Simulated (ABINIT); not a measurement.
The system is GaAs.

```
As Ga
1.0
     0.00000    2.82685    2.82685
     2.82685    0.00000    2.82685
     2.82685    2.82685    0.00000
As Ga
1 1
Direct
  0.75000 0.75000 0.75000
  0.00000 0.00000 0.00000
```

Base run:

```yaml
Program: ABINIT 10.8.3 (patched build)
Functional: PBEsol
Potentials_or_basis: PseudoDojo NC SR PBEsol v0.4.1 standard
Cutoff: 1034 eV
k_mesh: 6 × 6 × 6
Occupations: fermi-dirac, width 0.05 eV
Spin: no spin polarisation
```

Its results: band gap on the k mesh 0.44 eV, direct; pressure -0.8 GPa.

Problem. The run is repeated on the same cell with these changes: potentials or basis from PseudoDojo NC SR PBEsol v0.4.1 standard to JTH PAW PBE v2.0; cutoff from 1034 eV to 354 eV. What comes out?

Solution. Band gap on the k mesh 0.43 eV, direct; pressure 0.0 GPa.

Caveats: the PAW data sets were made with another functional, which shifts forces and pressure a little (some runs).

A k mesh can miss the band edges.
